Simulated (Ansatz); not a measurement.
Runs of Ansatz 0.2.0 on CuO. Symmetry: P4/mmm, No. 123, tetragonal system. The conventional cell has a = 4.161 Å, b = 4.161 Å, c = 3.888 Å, α = 90.00°, β = 90.00°, γ = 90.00°. Cu (site symmetry mmm) is surrounded by 4 O at 1.94 to 2.08 Å. Cu (site symmetry 4/mmm) has 6 O at 1.94 to 2.08 Å as nearest neighbours. O (site symmetry 4/mmm) has 6 Cu at 1.94 to 2.08 Å as nearest neighbours. O (site symmetry mmm) has 4 Cu at 1.94 to 2.08 Å as nearest neighbours. Measurements of this composition are mostly on another form, of space group No. 15.

| task | level | potentials or basis | U | k mesh | cutoff (eV) | points for each segment of the path | hubbard projectors | double counting | gap on the mesh (eV) | pressure (GPa) |
| --- | --- | --- | --- | --- | --- | --- | --- | --- | --- | --- |
| band structure | PBEsol+U | Ansatz PAW | Cu d U = 4.5 eV | 7 × 7 × 7 | 420 | 14 | ortho-atomic (the default) | fll (the default) | none | -3.0 |
| band structure | PBE | PseudoDojo standard (PBE files) | - | 7 × 7 × 7 | 1252 | 14 | - | - | none | (a) |
| single point | PBE | Ansatz PAW | - | 5 × 5 × 5 | 420 | - | - | - | none | 1.9 |
| band structure | PBE | Ansatz PAW | - | 7 × 7 × 7 | 420 | 14 | - | - | none | 1.8 |
| band structure | r2SCAN | Ansatz PAW | - | 7 × 7 × 7 | 500 | 14 | - | - | none | (b) |

Alike in all rows: no spin polarisation; cell as given; smearing fermi-dirac 0.05 eV.

Question: Fill in the values left out.

Answer: (a) 1.6; (b) -4.8.

Caveats: an odd number of electrons without spin polarisation forces a metal; a magnetic or distorted state may lie lower; the run has no spin polarisation, though such a crystal can be magnetic; semilocal functionals often make such compounds metallic where correlation or magnetic order opens a gap, which also shifts bond lengths (some runs); the PAW data sets come from PBE, with cores solved anew for the run's functional, which leaves a small shift of forces and pressure (some runs); U without spin polarisation on a metal has little footing (some runs).

A gap of «none» marks a metal or a gap under the smearing width.
